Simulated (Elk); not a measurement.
# How CaO (Lime) absorbs and reflects light

Aim: the dielectric function of CaO (Lime), and the optical constants that follow from it.

Main program and level: Elk 11.2.3 (patched build); DFT, LDA, all-electron APW+lo, Dirac cores, scalar-relativistic bands, independent-particle optical response without local fields.

## (1) Set-up

The structure is cubic, space group Fm-3m (No. 225). The conventional cell has a = 4.813 Å, b = 4.813 Å, c = 4.813 Å, α = 90.00°, β = 90.00°, γ = 90.00°. Nearest to Ca lie 6 O at 2.41 Å. O has 6 Ca at 2.41 Å nearest. Farther neighbours and most contacts between anions are not listed.

As a file:

```cif
data_structure
_symmetry_space_group_name_H-M 'Fm-3m'
_symmetry_Int_Tables_number 225
_cell_length_a 4.8130
_cell_length_b 4.8130
_cell_length_c 4.8130
_cell_angle_alpha 90.000
_cell_angle_beta 90.000
_cell_angle_gamma 90.000
_cell_volume 111.49
loop_
_atom_site_label
_atom_site_type_symbol
_atom_site_symmetry_multiplicity
_atom_site_Wyckoff_symbol
_atom_site_fract_x
_atom_site_fract_y
_atom_site_fract_z
_atom_site_occupancy
Ca1 Ca 4 a 0.00000 0.00000 0.00000 1
O1 O 4 b 0.50000 0.00000 0.00000 1
```

## (2) Ground state

The self-consistent density comes first; it also tells whether there is a gap, which decides the occupations and the need for a Drude term.

This step: DFT, LDA, all-electron APW+lo, Dirac cores, scalar-relativistic bands, ground state (Elk 11.2.3 (patched build)).

The input, elk.in:

```
tasks
  0
  120

xctype
  3

nempty
  12

lorbcnd
  .true.

rgkmax
  7.0

swidth
  0.0018375

maxscl
  100

epsengy
  1e-05

sppath
  './'

avec
  0.000000000000 4.547625918912 4.547625918912
  4.547625918912 0.000000000000 4.547625918912
  4.547625918912 4.547625918912 0.000000000000

atoms
  2
  'Ca.in'
  1
  0.000000000000 0.000000000000 0.000000000000   0.000 0.000 0.000
  'O.in'
  1
  0.500000000000 0.500000000000 0.500000000000   0.000 0.000 0.000

ngridk
  11 11 11
```

Command:

```
> OMP_NUM_THREADS=4 elk
```

The next run changes these lines of the input before it:

```diff
@@ -1,4 +1,6 @@
 tasks
-  0
-  120
+  121
+
+optcomp
+  1 1
 
@@ -17,9 +19,7 @@
 swidth
-  0.0018375
+  0.0055124
 
-maxscl
-  100
-
-epsengy
-  1e-05
+wplot
+  400 100 0
+  0.0 0.58799
```

Before running: what should come out for the electronic dielectric constant ε∞, mean over x, y and z?

At this level (LDA, independent particles) CaO has ε∞ = 3.74 and n = 1.94 at 1550 nm, and Im ε peaks at 10.2 eV. On the mesh the gap is 3.63 eV and the least direct gap 4.01 eV, so on this mesh the band edges lie at different points. Distinct maxima of Im ε, read by a parabola through the highest points, lie at 7.64 eV (3.7), 7.94 eV (3.7), 8.52 eV (4.5) and 10.24 eV (4.6).

| Quantity | Value |
| --- | --- |
| electronic dielectric constant ε∞, mean over x, y and z (by symmetry where fewer were run) (independent particles) | 3.74 |
| main peak of Im epsilon, first axis | 10.2 eV |
| centre of weight of the strongest loss peak in the window, first axis | 12.8 eV |

Excitons and phonon-assisted transitions are missing, and so are local fields; LDA gaps are as a rule too small, which pulls the onset down and ε∞ up. The sum runs over mesh points, so small or evenly spaced maxima can still be ripples of the mesh.

[Machine, clock and banner lines and Python warnings are left out of the logs.]

[Logs are printed without paths, hosts, clocks, repeated set-up lines and the standing remarks that a program may print on its own settings, such as how far it seeks lower states.]

[Hosts, paths, dates, database ids (printed as entryN), source tags and the programs' standing remarks are cut or masked in the printed files.]
